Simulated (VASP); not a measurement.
## InAs (F-43m): a series in a change of volume

Strain engineering needs slopes: what does a change of volume do to the lattice and the band edges of InAs?

Calculated with VASP 6.6.1; PBEsol; plane waves and PAW (In_d, As), in the first sound run; inputs show where later runs differ.

## 1. Set-up

It takes space group F-43m (No. 216, cubic). Conventional cell: a = 6.058 Å, b = 6.058 Å, c = 6.058 Å, α = 90.00°, β = 90.00°, γ = 90.00°. Nearest to In lie 4 As at 2.62 Å. Nearest to As lie 4 In at 2.62 Å. Farther neighbours are not listed.

As a file:

```
In As
1.0
     0.00000    3.02900    3.02900
     3.02900    0.00000    3.02900
     3.02900    3.02900    0.00000
In As
1 1
Direct
  0.00000 0.00000 0.00000
  0.25000 0.25000 0.25000
```

## 2. Relax the crystal, PBEsol

The series starts from the cell that this level prefers, so that zero strain is near zero stress.

This step took 2 runs in a row; the last is shown.

Level: PBEsol; plane waves and PAW (In_d, As).

Contents of INCAR:

```
SYSTEM = InAs
PREC = Accurate
ENCUT = 450
EDIFF = 1E-07
NELM = 120
ISMEAR = 0
SIGMA = 0.02
LREAL = .FALSE.
ALGO = Normal
GGA = PS
NBANDS = 15
LASPH = .TRUE.
LORBIT = 11
LWAVE = .FALSE.
LCHARG = .FALSE.
KPAR = 12
IBRION = 2
NSW = 40
ISIF = 3
EDIFFG = -0.005
POTIM = 0.4
```

Contents of POSCAR:

```
InAs
1.0
    0.0000000000      3.0456045434      3.0456045434
    3.0456045434      0.0000000000      3.0456045434
    3.0456045434      3.0456045434      0.0000000000
In As
1 1
Direct
    0.0000000000      0.0000000000      0.0000000000
    0.2500000000      0.2500000000      0.2500000000
```

Contents of KPOINTS:

```
Automatic mesh
0
Gamma
9 9 9
0 0 0
```

The projector-augmented-wave data sets are In_d and As (PBE family, release 64).

The run is started by

```sh
$ mpirun -np 12 vasp_std
```

The log of the run:

```text
[banner, memory and clock lines left out]
running   12 mpi-ranks, on    1 nodes
[...]
|                                                                             |
|           W    W    AA    RRRRR   N    N  II  N    N   GGGG   !!!           |
|           W    W   A  A   R    R  NN   N  II  NN   N  G    G  !!!           |
|           W    W  A    A  R    R  N N  N  II  N N  N  G       !!!           |
|           W WW W  AAAAAA  RRRRR   N  N N  II  N  N N  G  GGG   !            |
|           WW  WW  A    A  R   R   N   NN  II  N   NN  G    G                |
|           W    W  A    A  R    R  N    N  II  N    N   GGGG   !!!           |
|                                                                             |
|     For optimal performance we recommend to set                             |
|       NCORE = 2 up to number-of-cores-per-socket                            |
|     NCORE specifies how many cores store one orbital (NPAR=cpu/NCORE).      |
|     This setting can greatly improve the performance of VASP for DFT.       |
[...]
|     You enforced a specific xc type in the INCAR file but a different       |
|     [... a line on the potential file left out ...]
|     I HOPE YOU KNOW WHAT YOU ARE DOING!                                     |
|                                                                             |

 LDA part: xc-table for (Slater+PW92), standard interpolation
 POSCAR, INCAR and KPOINTS ok, starting setup
[...]
entering main loop
       N       E                     dE             d eps       ncg     rms          rms(c)
DAV:   1     0.105999339054E+03    0.10600E+03   -0.77527E+03  1050   0.116E+03
DAV:   2    -0.172912698461E+01   -0.10773E+03   -0.10374E+03  1127   0.283E+02
DAV:   3    -0.860209019909E+01   -0.68730E+01   -0.68405E+01  1372   0.745E+01
DAV:   4    -0.877300027274E+01   -0.17091E+00   -0.17088E+00  1349   0.133E+01
[...]
DAV:  12    -0.848898196071E+01    0.28008E-08   -0.57608E-06  1183   0.252E-02    0.840E-03
DAV:  13    -0.848898207495E+01   -0.11423E-06   -0.11745E-06  1407   0.598E-03    0.393E-03
DAV:  14    -0.848898201899E+01    0.55956E-07   -0.64297E-08   967   0.256E-03
   1 F= -.84889820E+01 E0= -.84889609E+01  d E =-.848898E+01
[...]
reached required accuracy - stopping structural energy minimisation
```

Elapsed: 13 s, on 12 MPI ranks of AMD EPYC 7R43, shared host; peak memory 1.8 GiB.

The logs omit lines about the potential files and the build; timing stands in the text.

From OUTCAR (step 2):

```text
  Total        0.0020638      0.0020638      0.0020638      0.0000000     -0.0000000     -0.0000000
  in kB        0.0585245      0.0585245      0.0585245      0.0000000     -0.0000000     -0.0000000
  external PRESSURE =       0.0585245 kB  Pullay stress =       0.0000000 kB

 POSITION                                       TOTAL-FORCE (eV/Angst)
 -----------------------------------------------------------------------------------
      0.00000      0.00000      0.00000         0.000000      0.000000     -0.000000
      1.52280      1.52280      1.52280        -0.000000     -0.000000      0.000000
 -----------------------------------------------------------------------------------
    total drift:                                0.000000      0.000000      0.000000

  FREE ENERGIE OF THE ION-ELECTRON SYSTEM (eV)
  ---------------------------------------------------
  free  energy   TOTEN  =        -8.4889820190 eV

  energy  without entropy=       -8.4889396974  energy(sigma->0) =       -8.48896086

 reached required accuracy - stopping structural energy minimisation

[... 3 further parts left out ...]
[key lines of the parts left out:]
E-fermi :   4.1613
```

This run gave:

* energy(sigma→0) of the program: -8.4890 eV
* stress, compression positive: xx, yy, zz 0.01, 0.01, 0.01 GPa
* volume: 56.500 Å³
* ionic steps: 1

## 3. Relax at fixed volume, PBEsol

One member in full: the volume is scaled by 0.97, and the cell is held.

Level: PBEsol; plane waves and PAW (In_d, As).

INCAR, as its differences from that of step 2:

```diff
@@ -15,7 +15,8 @@
 LCHARG = .FALSE.
-KPAR = 12
+KPAR = 3
 IBRION = 2
 NSW = 40
-ISIF = 3
-EDIFFG = -0.005
+ISIF = 2
+EDIFFG = -0.004
 POTIM = 0.4
+MAXMIX = 40
```

Contents of POSCAR:

```
InAs
1.0
    0.0000000000      3.0148387577      3.0148387577
    3.0148387577      0.0000000000      3.0148387577
    3.0148387577      3.0148387577      0.0000000000
In As
1 1
Direct
    0.0000000000      0.0000000000      0.0000000000
    0.2500000000      0.2500000000      0.2500000000
```

KPOINTS is that of step 2.

The run is started by

```sh
$ mpirun -np 3 vasp_std
```

The log of the run:

```text
[banner, memory and clock lines left out]
running    3 mpi-ranks, on    1 nodes
[...]
[... a notice as in an earlier step ...]

 LDA part: xc-table for (Slater+PW92), standard interpolation
 POSCAR, INCAR and KPOINTS ok, starting setup
[...]
entering main loop
       N       E                     dE             d eps       ncg     rms          rms(c)
DAV:   1     0.105623631427E+03    0.10562E+03   -0.77790E+03  1057   0.115E+03
DAV:   2    -0.147584394956E+01   -0.10710E+03   -0.10279E+03  1106   0.280E+02
DAV:   3    -0.859962346141E+01   -0.71238E+01   -0.70861E+01  1379   0.756E+01
DAV:   4    -0.877292206287E+01   -0.17330E+00   -0.17325E+00  1224   0.132E+01
[...]
DAV:  12    -0.847943038279E+01    0.17004E-06   -0.61677E-06  1227   0.307E-02    0.749E-03
DAV:  13    -0.847943045007E+01   -0.67277E-07   -0.13138E-06  1358   0.628E-03    0.342E-03
DAV:  14    -0.847943036635E+01    0.83716E-07   -0.64835E-08   994   0.269E-03
   1 F= -.84794304E+01 E0= -.84794092E+01  d E =-.847943E+01
[...]
reached required accuracy - stopping structural energy minimisation
```

The job ended after 25 s (3 MPI ranks; peak memory 0.41 GiB; 56 s of CPU time).

OUTCAR, selected parts (step 3):

```text
  Total        0.6268197      0.6268197      0.6268197      0.0000000      0.0000000      0.0000000
  in kB       18.3244493     18.3244493     18.3244493      0.0000000      0.0000000      0.0000000
  external PRESSURE =      18.3244493 kB  Pullay stress =       0.0000000 kB

 POSITION                                       TOTAL-FORCE (eV/Angst)
 -----------------------------------------------------------------------------------
      0.00000      0.00000      0.00000         0.000000      0.000000      0.000000
      1.50742      1.50742      1.50742        -0.000000     -0.000000     -0.000000
 -----------------------------------------------------------------------------------
    total drift:                               -0.000000     -0.000000     -0.000000

  FREE ENERGIE OF THE ION-ELECTRON SYSTEM (eV)
  ---------------------------------------------------
  free  energy   TOTEN  =        -8.4794303664 eV

  energy  without entropy=       -8.4793880447  energy(sigma->0) =       -8.47940921

[... 2 parts as in an earlier step ...]

[... 2 further parts left out ...]
[key lines of the parts left out:]
E-fermi :   4.4672
```

This run gave:

```
energy(sigma→0) of the program : -8.4794 eV
stress, compression positive   : xx, yy, zz 1.83, 1.83, 1.83 GPa
ionic steps                    : 1
```

## 4. Band edges, TB-mBJ with spin-orbit coupling

Short lines in KPOINTS_OPT sample the zone centre, for masses, and the other valleys.

Level: TB-mBJ, spin-orbit coupling; plane waves and PAW (In_d, As).

TB-mBJ has no energy functional, so the total energy, stress and pressure in this output mean nothing.

Contents of INCAR:

```
SYSTEM = InAs
PREC = Accurate
ENCUT = 450
EDIFF = 1E-06
NELM = 150
ISMEAR = 0
SIGMA = 0.02
LREAL = .FALSE.
ALGO = Normal
METAGGA = MBJ
LASPH = .TRUE.
LNONCOLLINEAR = .TRUE.
MAGMOM = 0 0 0 0 0 0
NBANDS = 28
GGA_COMPAT = .FALSE.
LSORBIT = .TRUE.
LWAVE = .FALSE.
LCHARG = .FALSE.
KPAR = 3
```

POSCAR is that of step 3.

Contents of KPOINTS:

```
Automatic mesh
0
Gamma
7 7 7
0 0 0
```

Contents of KPOINTS_OPT:

```
Line mode
6
Line-mode
Reciprocal
  0.00000000   0.00000000   0.00000000
  0.02399132   0.02399132  -0.00000000

  0.00000000   0.00000000   0.00000000
  0.00000000  -0.02399132  -0.02399132

  0.31000000   0.31000000   0.00000000
  0.50000000   0.50000000   0.00000000

  0.00000000   0.31000000   0.31000000
  0.00000000   0.50000000   0.50000000

  0.45000000   0.45000000   0.45000000
  0.50000000   0.50000000   0.50000000

  0.45000000   0.00000000   0.00000000
  0.50000000   0.00000000   0.00000000

  0.42500000   0.42500000   0.00000000
  0.42500000   0.44899132   0.02399132

  0.50000000   0.50000000   0.50000000
  0.48303557   0.51696443   0.50000000
```

The run is started by

```sh
$ mpirun -np 3 vasp_ncl
```

The log of the run:

```text
[banner, memory and clock lines left out]
running    3 mpi-ranks, on    1 nodes
[...]
[... a notice as in an earlier step ...]

 LDA part: xc-table for (None), standard interpolation
 POSCAR, INCAR and KPOINTS ok, starting setup
[...]
entering main loop
       N       E                     dE             d eps       ncg     rms          rms(c)
DAV:   1     0.548188383173E+03    0.54819E+03   -0.72877E+03  1680   0.126E+03
DAV:   2     0.409579654112E+03   -0.13861E+03   -0.13313E+03  1724   0.336E+02
DAV:   3     0.395889111261E+03   -0.13691E+02   -0.13479E+02  2096   0.121E+02
DAV:   4     0.395337693121E+03   -0.55142E+00   -0.55003E+00  2072   0.248E+01
[...]
DAV:  37     0.397348647376E+03    0.11249E-05   -0.59229E-10   888   0.247E-04    0.145E-04
DAV:  38     0.397348645954E+03   -0.14228E-05   -0.39685E-10   888   0.192E-04    0.200E-04
DAV:  39     0.397348645655E+03   -0.29864E-06   -0.27597E-10   888   0.152E-04
   1 F= 0.39734865E+03 E0= 0.39734865E+03  d E =-.178051E-25  mag=    -0.0000    -0.0000     0.0000
 Start KPOINTS_OPT (optional k-point list driver)
k-point batch [1-30\48]
       N       E                     dE             ncg
DAV:   1     0.179719420442E+04   -0.64614E+04     1688
DAV:   2    -0.237305456660E+04   -0.41702E+04     1704
DAV:   3    -0.285635903347E+04   -0.48330E+03     2052
DAV:   4    -0.287782632650E+04   -0.21467E+02     2088
DAV:   5    -0.287941984338E+04   -0.15935E+01     3212
DAV:   6    -0.287943311524E+04   -0.13272E-01     2396
DAV:   7    -0.287943362347E+04   -0.50822E-03     3004
DAV:   8    -0.287943363780E+04   -0.14338E-04     2436
DAV:   9    -0.287943363840E+04   -0.59953E-06     1440
k-point batch [31-48\48]
       N       E                     dE             ncg
DAV:   1     0.651343828086E+04   -0.74967E+04     1012
DAV:   2     0.403943449125E+04   -0.24740E+04     1012
DAV:   3     0.376012589844E+04   -0.27931E+03     1204
DAV:   4     0.374888065291E+04   -0.11245E+02     1240
DAV:   5     0.374792437990E+04   -0.95627E+00     1972
DAV:   6     0.374791817702E+04   -0.62029E-02     1360
DAV:   7     0.374791789312E+04   -0.28390E-03     1804
DAV:   8     0.374791788427E+04   -0.88491E-05     1528
DAV:   9     0.374791788402E+04   -0.25239E-06      876
```

The job ended after 7.7 min (3 MPI ranks; peak memory 1 GiB; 18 min of CPU time).

OUTCAR, selected parts (step 4):

```text
  LATTYP: Found a face centered cubic cell.
 ALAT       =     6.0296775154

 Subroutine GETGRP returns: Found 24 space group operations
 (whereof 24 operations were pure point group operations)

The static configuration has the point symmetry T_d .

 Found     30 irreducible k-points:

   k-points           NKPTS =     30   k-points in BZ     NKDIM =     30   number of bands    NBANDS=     28

   dimension x,y,z NGX =    30 NGY =   30 NGZ =   30
   dimension x,y,z NGXF=    60 NGYF=   60 NGZF=   60

   ENCUT  =  450.0 eV  33.07 Ry    5.75 a.u.   7.37  7.37  7.37*2*pi/ulx,y,z

   NELECT =      18.0000    total number of electrons

 E-fermi :   4.8553

 k-point     1 :       0.0000    0.0000    0.0000
  band No.  band energies     occupation
    ...
     14       4.3970      1.00000
     15       4.7144      1.00000
     16       4.7144      1.00000
     17       4.7144      1.00000
     18       4.7144      1.00000
     19       5.3747      0.00000
     20       5.3747      0.00000
     21       8.6746      0.00000
     22       8.6746      0.00000
     23       9.1001      0.00000
    ...

 k-point     2 :       0.1429    0.0000    0.0000
  band No.  band energies     occupation
    ...
     14       2.7988      1.00000
     15       4.2803      1.00000
     16       4.2803      1.00000
     17       4.4891      1.00000
     18       4.4995      1.00000
     19       6.4628      0.00000
     20       6.4628      0.00000
     21       9.0665      0.00000
     22       9.0665      0.00000
     23       9.3419      0.00000
    ...

  Total      -62.8765741    -62.8765741    -62.8765741     -0.0000000      0.0000000     -0.0000000
  in kB    -1838.1340841  -1838.1340841  -1838.1340841     -0.0000000      0.0000000     -0.0000000
  external PRESSURE =   -1838.1340841 kB  Pullay stress =       0.0000000 kB

 POSITION                                       TOTAL-FORCE (eV/Angst)
 -----------------------------------------------------------------------------------
      0.00000      0.00000      0.00000        -0.000000     -0.000000      0.000000
      1.50742      1.50742      1.50742         0.000000      0.000000     -0.000000
 -----------------------------------------------------------------------------------
    total drift:                               -0.000000     -0.000000      0.000000

  FREE ENERGIE OF THE ION-ELECTRON SYSTEM (eV)
  ---------------------------------------------------
  free  energy   TOTEN  =       397.3486456550 eV

  energy  without entropy=      397.3486456550  energy(sigma->0) =      397.34864565

 Spin-Orbit-Coupling matrix elements
 Ion:    1  E_soc:     -0.0671635
 Ion:    2  E_soc:     -0.0233461

[... 1 part as in an earlier step ...]

[... 7 further parts left out ...]
```

[end of part 1 of 2]

[Lines on the potential files, build, host, timing and source positions are cut from VASP's logs without a mark.]

[Logs are printed without paths, hosts, clocks, repeated set-up lines and the standing remarks that a program may print on its own settings, such as how far it seeks lower states.]

[Hosts, paths, dates, database ids (printed as entryN), source tags and the programs' standing remarks are cut or masked in the printed files.]

[In band tables of VASP the shares of atoms and orbitals are scaled to a sum of 1 inside the atoms' spheres.]
